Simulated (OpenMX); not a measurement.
The system is Ni.

```xyz
1
Lattice="0.0000 1.7376 1.7376 1.7376 0.0000 1.7376 1.7376 1.7376 0.0000" Properties=species:S:1:pos:R:3 pbc="T T T"
Ni    0.0000    0.0000    0.0000
```

| Quantity | Value |
| --- | --- |
| Program | OpenMX 3.8.5 |
| Task | single point |
| Functional | PBE |
| Potentials or basis | OpenMX 2013 PBE set, Ni6.0H-s3p2d2, grid cutoff 500 Ry |
| k mesh | 13 × 13 × 13 |
| Occupations | fermi-dirac, width 0.05 eV |
| Spin | collinear spin, ferromagnetic start |
| Starting moments | [1.0] μB |

On this cell: pressure 17.4 GPa; net moment 0.62 μB per cell; site moments Ni +0.62 μB; band gap on the k mesh none (metal or under the smearing width).

The same run follows on a disturbed copy (cell strained at random at fixed volume):

```
CELL_PARAMETERS angstrom
0.01655 1.75725 1.76824
1.71912 0.01633 1.76846
1.71447 1.75283 0.02098
ATOMIC_POSITIONS crystal
Ni 0.00651 0.01144 0.96710
```

Task: What does the disturbed cell give?

Result: The energy (extrapolated to zero smearing) moves by +1.1 meV/atom; pressure 17.5 GPa; net moment 0.62 μB per cell; site moments Ni +0.62 μB; band gap on the k mesh none (metal or under the smearing width).

Caveats: the basis of atomic orbitals isn't converged, which shifts pressures, moduli and gaps; so large a pressure means that the cell lies far from this level's equilibrium, or that cutoff or potentials fall short (some runs).
